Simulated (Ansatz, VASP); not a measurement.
## KF: VASP beside Ansatz

```
K F
1.0
     0.00000    2.74034    2.67350
     2.74034    0.00000    2.67350
     2.74034    2.74034    0.00000
K F
1 1
Direct
  0.00000 0.00000 0.00000
  0.50000 0.50000 0.50000
```

Change from the starting cell: strain +0.025 along x and y, +0.000 along z, atoms carried along.

Alike in both runs: task single point; functional PBE; k mesh 8 × 8 × 8; occupations gaussian, width 0.05 eV; no spin polarisation.

|  | VASP | Ansatz |
| --- | --- | --- |
| version | VASP 6.6.1 | Ansatz 0.2.0 |
| potentials or method | VASP PAW PBE potentials, release 64 (K_sv, F) | scalar-relativistic, plane waves, PAW |
| plane-wave cutoff (eV) | 520 | 420 |
| valence electrons in the cell | 16 | 16 |

```csv
,VASP,Ansatz,Ansatz less VASP
gap on the k mesh at the Fermi level (eV),5.88,5.90,+0.015
least direct gap on the mesh (eV),5.88,5.90,+0.015
pressure (GPa),-0.2,-0.2,-0.01
largest component of the traceless stress (GPa),0.77,0.74,-0.031
```

A k mesh can miss the band edges.
